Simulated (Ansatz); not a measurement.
A 12-atom cell of VBiO4 (I4_1/amd) from a materials database at its r2SCAN geometry, run in the PAW code Ansatz at 3 levels of theory. No magnetic order and no zero-point or thermal motion.

The PBE+SOC input:
```yaml
crystal:
  lattice:
    - [-3.6517726647, 3.6517726647, 3.220340847]
    - [3.6517726647, -3.6517726647, 3.220340847]
    - [3.6517726647, 3.6517726647, -3.220340847]
  atoms:
    - { symbol: V, position: [0.25, 0.75, 0.5] }
    - { symbol: V, position: [0.5, 0.5, 0.0] }
    - { symbol: Bi, position: [0.0, 0.0, 0.0] }
    - { symbol: Bi, position: [0.75, 0.25, 0.5] }
    - { symbol: O, position: [0.6690800296, 0.4879909734, 0.8189109438] }
    - { symbol: O, position: [0.6001690858, 0.9190800296, 0.6810890562] }
    - { symbol: O, position: [0.0809199704, 0.3998309142, 0.3189109438] }
    - { symbol: O, position: [0.2379909734, 0.9190800296, 0.3189109438] }
    - { symbol: O, position: [0.5120090266, 0.3309199704, 0.1810890562] }
    - { symbol: O, position: [0.6690800296, 0.8501690858, 0.1810890562] }
    - { symbol: O, position: [0.1498309142, 0.3309199704, 0.8189109438] }
    - { symbol: O, position: [0.0809199704, 0.7620090266, 0.6810890562] }
kpoints:
  mp_grid: { grid: [6, 6, 6] }
  band_path:
    path:
      - [0.0, 0.0, 0.0]
      - [0.0, 0.0, 0.5]
      - [-0.5, 0.5, 0.5]
      - [0.444417889, 0.444417889, -0.444417889]
      - [-0.444417889, 0.555582111, 0.444417889]
      - [0.25, 0.25, 0.25]
      - [0.0, 0.5, 0.0]
      - [0.333333, 0.333333, -0.333333]
      - [0.317708, 0.322917, -0.322917]
    npoints: 1
hamiltonian:
  xc: pbe
scf:
  occupations: { method: fixed }
  n_extra_bands: 14
magnetization:
  noncollinear: true
  spin_orbit: true
output:
  forces: true
  stress: true
  eigenvalues: true
  write_density: true
  write_potential: true
  elf: true
  volumetric_format: npy
```

Main results, then, where recorded, the levels near the gap in eV from the Fermi energy (columns number the bands from 0), one row a point of the path (Γ, X, M, Z, Z₀, P, N, Γ–Z (0.75), (0.318, 0.323, -0.323)):
```
Crystal: 12 atoms, lattice volume = 171.779 Å³
Symmetry: 16 space group operations + 16 with time reversal
Magnetic group: BNS 141.552 (UNI 1212)
```
```
Basis set: ecut = 420 eV, 3347 PW (Γ)
Bands: 118, of which v1, the nominal top of the filled ones, is band 104 counted from 1 (103 counted from 0)
k-points: 30 of 216
Free energy (F): -35244.210109 eV
Fermi energy:    6.790004 eV
--- Forces (eV/Å), atoms counted from 1 ---
  atom   1  V       0.00000      0.00000      0.00000
  atom   2  V       0.00000      0.00000      0.00000
  atom   3  Bi      0.00000      0.00000      0.00000
  atom   4  Bi      0.00000      0.00000      0.00000
  atom   5  O     -0.21619      0.00000      0.12641
  atom   6  O       0.00000      0.21619      0.12641
  atom   7  O     -0.21619      0.00000    -0.12641
  atom   8  O       0.00000    -0.21619      0.12641
  atom   9  O       0.00000      0.21619    -0.12641
  atom  10  O       0.21619      0.00000      0.12641
  atom  11  O       0.00000    -0.21619    -0.12641
  atom  12  O       0.21619      0.00000    -0.12641
--- Stress (GPa, compression-positive) ---
        4.414467       0.000000       0.000000
        0.000000       4.414467       0.000000
        0.000000       0.000000       4.594411
  P = ⅓ Tr σ = 4.4744 GPa (44.744 kbar)
```

PBE+SOC gives an indirect gap of 2.39 eV, from Γ–Z (0.75 of the way from Γ) to k = (0.318, 0.323, -0.323); the least direct gap is 2.40 eV at Γ–Z (0.75 of the way from Γ). Least and direct gap differ so little that the kind isn't settled.

Question: In the first input these blocks are replaced (the band path and keys that only write files left aside):
```yaml
hamiltonian:
  xc: r2scan
scf:
  occupations: { method: fixed }
  n_extra_bands: 7
```
(magnetization left out)
What comes out?

Answer:
```
Basis set: ecut = 500 eV, 4359 PW (Γ)
Bands: 59, of which v1, the nominal top of the filled ones, is band 52 counted from 1 (51 counted from 0)
k-points: 30 of 216
Free energy (F): -35209.493286 eV
Fermi energy:    6.510435 eV
--- Forces (eV/Å), atoms counted from 1 ---
  atom   1  V       0.00000      0.00000      0.00000
  atom   2  V       0.00000      0.00000      0.00000
  atom   3  Bi      0.00000      0.00000      0.00000
  atom   4  Bi      0.00000      0.00000      0.00000
  atom   5  O       0.00298      0.00000    -0.00135
  atom   6  O       0.00000    -0.00298    -0.00135
  atom   7  O       0.00298      0.00000      0.00135
  atom   8  O       0.00000      0.00298    -0.00135
  atom   9  O       0.00000    -0.00298      0.00135
  atom  10  O     -0.00298      0.00000    -0.00135
  atom  11  O       0.00000      0.00298      0.00135
  atom  12  O     -0.00298      0.00000      0.00135
--- Stress (GPa, compression-positive) ---
       -0.008696       0.000000       0.000000
        0.000000      -0.008696       0.000000
        0.000000       0.000000       0.017964
  P = ⅓ Tr σ = 0.0002 GPa (0.002 kbar)
```
```tsv
band_49	band_50	band_51	band_52	band_53	band_54
-0.862	-0.862	-0.629	3.245	3.811	3.819
-0.965	-0.679	-0.679	3.444	3.444	3.740
-1.139	-0.771	-0.771	3.666	3.666	3.789
-1.155	-1.128	-0.403	3.322	3.773	3.787
-1.155	-1.128	-0.403	3.322	3.773	3.787
-0.919	-0.362	-0.362	3.104	3.104	3.517
-0.876	-0.766	-0.207	2.930	3.429	3.497
-1.316	-0.893	0.000	2.870	3.703	3.731
-1.338	-0.864	-0.007	2.864	3.686	3.728
```
With r2SCAN the valence top lies at Γ–Z (0.75 of the way from Γ) and the conduction bottom at k = (0.318, 0.323, -0.323), 2.86 eV higher; the smallest vertical gap, at Γ–Z (0.75 of the way from Γ), is 2.87 eV. Least and direct gap differ so little that the kind isn't settled. The mean stress is close to zero (0.00 GPa).

Question: Another run on the same cell gave
```
Basis set: ecut = 420 eV, 3347 PW (Γ)
Bands: 59, of which v1, the nominal top of the filled ones, is band 52 counted from 1 (51 counted from 0)
k-points: 13 of 64
hybrid outer 1: dexx = +8.111e-2 eV, tail = 3.16e-4 eV
hybrid outer 2: dexx = +1.257e-5 eV, tail = 1.19e-7 eV, Δε = 2.89e-3 eV, ΔF = 3.19e-2 eV/Å
hybrid outer 3: dexx = +9.149e-9 eV, tail = 1.11e-9 eV, Δε = 2.89e-4 eV, ΔF = 3.80e-4 eV/Å
Free energy (F): -35163.418636 eV
Fermi energy:    5.856782 eV
--- Forces (eV/Å), atoms counted from 1 ---
  atom   1  V       0.00000      0.00000      0.00000
  atom   2  V       0.00000      0.00000      0.00000
  atom   3  Bi      0.00000      0.00000      0.00000
  atom   4  Bi      0.00000      0.00000      0.00000
  atom   5  O       0.42997      0.00000    -0.30507
  atom   6  O       0.00000    -0.42997    -0.30507
  atom   7  O       0.42997      0.00000      0.30507
  atom   8  O       0.00000      0.42997    -0.30507
  atom   9  O       0.00000    -0.42997      0.30507
  atom  10  O     -0.42997      0.00000    -0.30507
  atom  11  O       0.00000      0.42997      0.30507
  atom  12  O     -0.42997      0.00000      0.30507
--- Stress (GPa, compression-positive) ---
       -1.518317       0.000000       0.000000
        0.000000      -1.518317       0.000000
        0.000000       0.000000      -2.683354
  P = ⅓ Tr σ = -1.9067 GPa (-19.067 kbar)
```
```tsv
band_49	band_50	band_51	band_52	band_53	band_54
-0.879	-0.879	-0.676	4.428	5.002	5.042
-1.024	-0.566	-0.566	4.592	4.592	4.962
-1.168	-0.628	-0.628	4.794	4.794	4.809
-1.187	-1.019	-0.230	4.424	4.824	4.824
-1.187	-1.019	-0.230	4.424	4.824	4.824
-0.986	-0.238	-0.238	4.216	4.216	4.704
-0.821	-0.800	-0.041	4.015	4.568	4.685
-1.358	-0.953	0.198	3.945	4.942	4.956
-1.380	-0.922	0.192	3.940	4.922	4.953
```
Which level of theory and mesh gave it?

Answer: It is HSE06, judged by the exchange loop and the size of the gap (a near hybrid could fit too), on 4×4×4; the blocks that differ from the first input, but for the band path:
```yaml
kpoints:
  mp_grid: { grid: [4, 4, 4] }
hamiltonian:
  xc: hse06
scf:
  occupations: { method: fixed }
  n_extra_bands: 7
```
(magnetization left out)
The HSE06 gap is indirect, 3.74 eV (Γ–Z (0.75 of the way from Γ) to k = (0.318, 0.323, -0.323)), below the direct gap of 3.75 eV at Γ–Z (0.75 of the way from Γ). Least and direct gap differ so little that the kind isn't settled. With the atoms held, the mean pressure is -1.9 GPa (compression positive). (The program warns that its thresholds are loose for a hybrid's stress.)

The hybrids run on coarser meshes, which limits their stresses and small splittings of levels.

Totals of different functionals, or with and without spin-orbit coupling, can't be compared.

Only the levels marked +SOC include spin-orbit coupling.

The meshes of the hybrids are coarse, so their gaps aren't converged to the digits shown.
